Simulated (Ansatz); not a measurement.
**Relaxation of Ba**

All numbers below come from DFT PBE, scalar-relativistic, plane waves, PAW in Ansatz. Run with 420 eV cutoff, 12×12×12 k-mesh, Gaussian smearing of 0.10 eV, no spin polarisation.

What was changed in Ca: Ca → Ba on all its sites, cell and atoms relaxed.

Input:

```yaml
crystal:
  lattice:
    - [-2.5303564168, 2.5303564168, 2.5179639665]
    - [2.5303564168, -2.5303564168, 2.5179639665]
    - [2.5303564168, 2.5303564168, -2.5179639665]
  atoms:
    - { symbol: Ba, position: [0.5, 0.5, 0.0] }
basis:
  ecutwfc: 420
kpoints:
  mp_grid: { grid: [12, 12, 12] }
hamiltonian:
  xc: pbe
scf:
  occupations: { method: gaussian, width: 0.1 }
output:
  forces: true
  stress: true
  eigenvalues: true
relax:
  adjacent_minimum: "off"
  f_tol: 0.01
  max_steps: 60
  cell: { stress_tol: 0.1 }
```

F is the free energy. Steps run on the plane waves of an earlier cell, but the last one, and at times one on the way, on a freshly chosen basis, so a repeated geometry can differ a little in energy.

Steps:

```
step F − F(1) (eV) largest force component (eV/Å) V (Å³/atom) P (GPa)
   1         0.0000                           0.000       64.487    -0.16
   2        -0.0003                           0.000       64.194    -0.12
   3        -0.0006                           0.000       63.250     0.00
   4        -0.0006                           0.000       63.250     0.00
```

Relaxed structure:

```cif
data_structure
_symmetry_space_group_name_H-M 'P 1'
_symmetry_Int_Tables_number 1
_cell_length_a 4.3474
_cell_length_b 4.3474
_cell_length_c 4.3474
_cell_angle_alpha 109.387
_cell_angle_beta 109.387
_cell_angle_gamma 109.641
_cell_volume 63.25
loop_
_atom_site_label
_atom_site_type_symbol
_atom_site_fract_x
_atom_site_fract_y
_atom_site_fract_z
_atom_site_occupancy
Ba1 Ba 0.50000 0.50000 0.00000 1
```

The structure is tetragonal, space group I4/mmm (No. 139). Conventional cell: a = 5.025 Å, b = 5.025 Å, c = 5.009 Å, α = 90.00°, β = 90.00°, γ = 90.00°. Ba (site symmetry 4/mmm) has 8 Ba at 4.35 Å as nearest neighbours.

The run converged. The run took of the order of 25 core-seconds.